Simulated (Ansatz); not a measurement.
Cd under changes of volume

One of the cells (21.827 Å³/atom); the others are scaled copies at fixed shape and fractional positions:

```
Cd
1.0
     0.00000    2.21815    2.21815
     2.21815    0.00000    2.21815
     2.21815    2.21815    0.00000
Cd
1
Direct
  0.00000 0.00000 0.00000
```

This isn't the form of Cd at room conditions, which is hcp.

- Program: Ansatz 0.2.0
- Functional: PBE
- Potentials or basis: all-electron LAPW, scalar-relativistic
- Cutoff: 213 eV (chosen from the basis error)
- Basis error allowed: 0.0005 eV/atom
- k mesh: 10 × 10 × 10
- Occupations: fermi-dirac, width 0.05 eV
- Spin: no spin polarisation

```csv
volume (Å³/atom),energy over the lowest point (meV/atom),pressure (GPa)
20.518,?,?
20.954,26.70,4.7
21.391,15.38,3.5
21.827,7.34,2.3
22.264,2.32,1.3
22.701,0.00,0.4
23.137,0.10,-0.5
```

Question: What does the run at 20.518 Å³/atom give?

Answer: Energy over the lowest point 41.65 meV/atom; pressure 6.2 GPa.

Worked out: A Birch-Murnaghan fit of order 3 (a polynomial in V^(-2/3)) to the other rows has its minimum at 22.90 Å³/atom with B0 = V·E''(V) = 45 GPa and B' = 4.3. It gives 41.68 meV/atom at 20.518 Å³/atom, against the run's 41.65, and -dE/dV = 6.2 GPa, against 6.2.

Energies are extrapolated to zero smearing.
